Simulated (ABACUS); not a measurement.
# GaSb (F-43m) in ABACUS: a series of runs

One crystal, GaSb, is run at these levels: BLYP; tasks: band structure, equation of state.

Program: ABACUS 3.10.1. These are calculated values, not measurements. Logs are shortened: lines on timing, memory, paths and dates and some standing lists are left out, and cuts for length are marked.

**1. The crystal as given**

Symmetry: F-43m, No. 216, cubic system. Conventional cell: a = 6.118 Å, b = 6.118 Å, c = 6.118 Å, α = 90.00°, β = 90.00°, γ = 90.00°. Sb (site symmetry -43m) has 4 Ga at 2.65 Å as nearest neighbours. Ga (site symmetry -43m) is surrounded by 4 Sb at 2.65 Å.

**2. Band structure, BLYP**

Contents of INPUT:

```
INPUT_PARAMETERS
suffix              GaSb
calculation         nscf
basis_type          lcao
pseudo_dir          ./
orbital_dir         ./
symmetry            -1
dft_functional      GGA_X_B88+GGA_C_LYP
ecutwfc             100.0
pseudo_rcut         10
nspin               1
nbands              24
ks_solver           scalapack_gvx
smearing_method     fd
smearing_sigma      0.00367493
scf_thr             1e-07
scf_nmax            100
mixing_type         broyden
mixing_beta         0.7
init_chg            file
out_band            1
```

Contents of STRU:

```
ATOMIC_SPECIES
Sb 121.7600 51_Sb_15_2.3_2.4_pbe_n_v1.0.upf
Ga 69.7230 31_Ga_13_1.9_2.4_pbe_n_v1.0.upf

NUMERICAL_ORBITAL
Sb_confined-atom_8au_2s2p2d.orb
Ga_confined-atom_8au_2s2p2d.orb

LATTICE_CONSTANT
1.8897261246

LATTICE_VECTORS
0.0000000000 3.0590000000 3.0590000000
3.0590000000 0.0000000000 3.0590000000
3.0590000000 3.0590000000 0.0000000000

ATOMIC_POSITIONS
Direct

Sb
0.0
1
0.7500000000 0.7500000000 0.7500000000 1 1 1

Ga
0.0
1
0.0000000000 0.0000000000 0.0000000000 1 1 1
```

Contents of KPT:

```
K_POINTS
12
Line
0.00000000 0.00000000 0.00000000 10 // G
0.50000000 0.00000000 0.50000000 10 // X
0.50000000 0.25000000 0.75000000 10 // W
0.37500000 0.37500000 0.75000000 10 // K
0.00000000 0.00000000 0.00000000 10 // G
0.50000000 0.50000000 0.50000000 10 // L
0.62500000 0.25000000 0.62500000 10 // U
0.50000000 0.25000000 0.75000000 10 // W
0.50000000 0.50000000 0.50000000 10 // L
0.37500000 0.37500000 0.75000000 1 // K
0.62500000 0.25000000 0.62500000 10 // U
0.50000000 0.00000000 0.50000000 1 // X
```

Potentials or basis: SPMS ONCV 1.0 PBE, DZP LCAO (the cutoffs set its grid).

The run is started by

```
> OMP_NUM_THREADS=1 mpirun -np 4 abacus > log
```

running log:

```text
ABACUS v3.10.1

               Atomic-orbital Based Ab-initio Computation at UStc

 ------------------------------------------------------------------------------------

 READING GENERAL INFORMATION
                           global_out_dir = OUT.GaSb/
                           global_in_card = INPUT
                               pseudo_dir = ./
                              orbital_dir = ./
                                    DSIZE = 4
                                    GSIZE = 1
[... 5 lines left out ...]

 READING ATOM TYPE 1
                               atom label = Sb
                      L=0, number of zeta = 2
                      L=1, number of zeta = 2
                      L=2, number of zeta = 2
             number of atom for this type = 1

 READING ATOM TYPE 2
                               atom label = Ga
                      L=0, number of zeta = 2
                      L=1, number of zeta = 2
                      L=2, number of zeta = 2
             number of atom for this type = 1

                        TOTAL ATOM NUMBER = 2
DIRECT COORDINATES
    atom                   x                   y                   z     mag                  vx                  vy                  vz
taud_Sb1            0.7500000000        0.7500000000        0.7500000000  0.0000        0.0000000000        0.0000000000        0.0000000000
taud_Ga1            0.0000000000        0.0000000000        0.0000000000  0.0000        0.0000000000        0.0000000000        0.0000000000

                          Volume (Bohr^3) = 386.336
                             Volume (A^3) = 57.249

 Lattice vectors: (Cartesian coordinate: in unit of a_0)
                   +0              +3.059              +3.059
               +3.059                  +0              +3.059
               +3.059              +3.059                  +0
 Reciprocal vectors: (Cartesian coordinate: in unit of 2 pi/a_0)
            -0.163452           +0.163452           +0.163452
            +0.163452           -0.163452           +0.163452
            +0.163452           +0.163452           -0.163452
 The esolver type has been set to : ksdft_lcao

                PAO radial cut off (Bohr) = 10

 Read in pseudopotential file is 51_Sb_15_2.3_2.4_pbe_n_v1.0.upf
                     pseudopotential type = NC
          exchange-correlation functional = PBE
                 nonlocal core correction = 1
                        valence electrons = 15
                                     lmax = 3
                           number of zeta = 3
                     number of projectors = 8
                           L of projector = 0
                           L of projector = 0
                           L of projector = 1
                           L of projector = 1
                           L of projector = 2
                           L of projector = 2
                           L of projector = 3
                           L of projector = 3
 XC functional updated to : GGA_X_B88+GGA_C_LYP
          exchange-correlation functional = GGA_X_B88+GGA_C_LYP
                PAO radial cut off (Bohr) = 10
[... 69 lines left out ...]

 SETUP K-POINTS
                                    nspin = 1
                                   nkstot = 102
K-POINTS DIRECT COORDINATES
 KPOINTS    DIRECT_X    DIRECT_Y    DIRECT_Z  WEIGHT
       1  0.00000000  0.00000000  0.00000000  1.0000
       2  0.05000000  0.00000000  0.05000000  1.0000
       3  0.10000000  0.00000000  0.10000000  1.0000
       4  0.15000000  0.00000000  0.15000000  1.0000
       5  0.20000000  0.00000000  0.20000000  1.0000
       6  0.25000000  0.00000000  0.25000000  1.0000
[... 22 lines left out ...]
      29  0.40000000  0.35000000  0.75000000  1.0000
      30  0.38750000  0.36250000  0.75000000  1.0000
[... 72 further k points ...]

           k-point number in this process = 102
       minimum distributed K point number = 102

[... K-POINTS CARTESIAN COORDINATES: 102 rows ...]

[... K-POINTS DIRECT COORDINATES: 102 rows ...]

 SETUP PLANE WAVES FOR WAVE FUNCTIONS
     energy cutoff for wavefunc (unit:Ry) = 100
              fft grid for wave functions = [ 54, 54, 54 ]
                    number of plane waves = 7799
                         number of sticks = 511

 PARALLEL PW FOR WAVE FUNCTIONS
     PROC   COLUMNS(POT)             PW
        1            128           1950
        2            128           1951
        3            128           1951
        4            127           1947
 --------------- sum -------------------
        4            511           7799

 SET NONLOCAL PSEUDOPOTENTIAL PROJECTORS
 SET NONLOCAL PSEUDOPOTENTIAL PROJECTORS
 max number of nonlocal projetors among all species is 8

 -------------------------------------------
 NONSELF-CONSISTENT
 -------------------------------------------

 SETUP SEARCHING RADIUS FOR PROGRAM TO SEARCH ADJACENT ATOMS
                  longest orb rcut (Bohr) = 8
   longest nonlocal projector rcut (Bohr) = 2.46
                     search radius (Bohr) = 20.9
              searching radius is (Bohr)) = 20.9
         searching radius unit is (Bohr)) = 1.89
                         PeriodicBoundary = 1
                        Radius(unit:lat0) = 11.1
                                   glayer = [ 5, 5, 5 ]
                             glayer_minus = [ 4, 4, 4 ]

Find the coordinate range of the input atom(unit:lat0).
                                  min_tau = [ -24.5, -24.5, -24.5 ]
                                  max_tau = [ 29.1, 29.1, 29.1 ]
                                BoxNumber = [ 9, 9, 9 ]

 SETUP EXTENDED REAL SPACE GRID FOR GRID INTEGRATION
                          real space grid = [ 54, 54, 54 ]
                 big cell numbers in grid = [ 27, 27, 27 ]
             meshcell numbers in big cell = [ 2, 2, 2 ]
                        extended fft grid = [ 33, 33, 33 ]
                dimension of extened grid = [ 94, 94, 94 ]
                            UnitCellTotal = 125
              Atom number in sub-FFT-grid = 2
    Local orbitals number in sub-FFT-grid = 36
                                ParaV.nnr = 23814
                                 init_chg = file
 try to read charge from file
 Read in the charge density: OUT.GaSb//GaSb-CHARGE-DENSITY.restart

 LCAO ALGORITHM --------------- ION=   1  ELEC=   1--------------------------------
[... levels at 102 k points of this process ...]

 Density error is 0.00000000000
----------------------------------------------------------
     Energy           Rydberg                 eV
----------------------------------------------------------
 E_KohnSham     -319.3147345081      -4344.4998446669
 E_KS(sigma->0) -319.3145405009      -4344.4972050636
 E_Harris       -319.3147345081      -4344.4998446669
 E_band         -16.2758642847       -221.4444941460
 E_one_elec     -147.8063963866      -2011.0091917044
 E_Hartree      91.3901979689        1243.4274337248
 E_xc           -79.5984723084       -1082.9927754891
 E_Ewald        -183.2996757676      -2493.9200319915
 E_entropy(-TS) -0.0003880144        -0.0052792066
 E_descf        0.0000000000         0.0000000000
 E_exx          0.0000000000         0.0000000000
 E_Fermi        0.6720986239         9.1443709034
----------------------------------------------------------

 charge density convergence is achieved
 final etot is -4344.4998447 eV
 EFERMI = 9.1443709034 eV

 STATE ENERGY(eV) AND OCCUPATIONS    NSPIN == 1
 1/102 kpoint (Cartesian) = 0.0000 0.0000 0.0000 (1596 pws)
       1       -19.5919      0.0196078
       2       -19.5919      0.0196078
       3       -19.5919      0.0196078
       4       -19.5655      0.0196078
       5       -19.5655      0.0196078
       6       -5.88888      0.0196078
[... 146 lines left out ...]
      23        22.6254        0.00000
      24        25.6715        0.00000

[... levels at 96 further k points ...]

 --------------------------------------------
 !FINAL_ETOT_IS -4344.499844666866 eV
 --------------------------------------------

 Output bands in file: OUT.GaSb/BANDS_1.dat
```

stdout:

```text
ABACUS v3.10.1

               Atomic-orbital Based Ab-initio Computation at UStc

 dft_functional readin is: GGA_X_B88+GGA_C_LYP
 dft_functional in pseudopot file is: PBE
 Please make sure this is what you need
 dft_functional readin is: GGA_X_B88+GGA_C_LYP
[... 23 lines left out ...]
 Ga      2s2p2d-8au      18          1
 ---------------------------------------------------------
 Initial plane wave basis and FFT box
 ---------------------------------------------------------
 -------------------------------------------
 NONSELF-CONSISTENT :
 -------------------------------------------
 START CHARGE      : file
 ITER       ETOT/eV          EDIFF/eV         DRHO     TIME/s
 GV1     -4.34449984e+03   0.00000000e+00   0.0000e+00   1.06
```

It took 1.9 s on 4 MPI ranks of AMD EPYC 7R13 (Zen 3), shared host; peak memory 0.44 GiB.

Levels at the corners of the path, in eV from the Fermi level:
```tsv
point	band 11	band 12	band 13	band 14	band 15	band 16	band 17	band 18
Γ	-11.52	-0.13	-0.04	-0.04	-0.04	2.82	2.82	2.82
X	-9.13	-6.88	-2.57	-2.57	1.03	1.48	8.72	8.72
W	-9.10	-6.77	-3.31	-3.09	3.66	4.53	4.57	5.04
K	-9.21	-6.72	-3.56	-2.20	1.52	4.04	6.76	6.90
Γ	-11.52	-0.13	-0.04	-0.04	-0.04	2.82	2.82	2.82
L	-9.95	-6.41	-1.18	-1.18	0.36	3.84	3.84	7.99
U	-9.21	-6.72	-3.56	-2.20	1.52	4.04	6.76	6.90
W	-9.10	-6.77	-3.31	-3.09	3.66	4.53	4.57	5.04
L	-9.95	-6.41	-1.18	-1.18	0.36	3.84	3.84	7.99
K	-9.21	-6.72	-3.56	-2.20	1.52	4.04	6.76	6.90
U	-9.21	-6.72	-3.56	-2.20	1.52	4.04	6.76	6.90
X	-9.13	-6.88	-2.57	-2.57	1.03	1.48	8.72	8.72
```

Caveat: the atomic orbitals were generated for these runs and aren't a published set; the density is read from an earlier self-consistent run, whose mesh may be coarse; spin-orbit coupling is left out, which moves the levels of the heavy elements; the basis of atomic orbitals isn't converged, which shifts pressures, moduli and gaps.

[end of part 1 of 2]
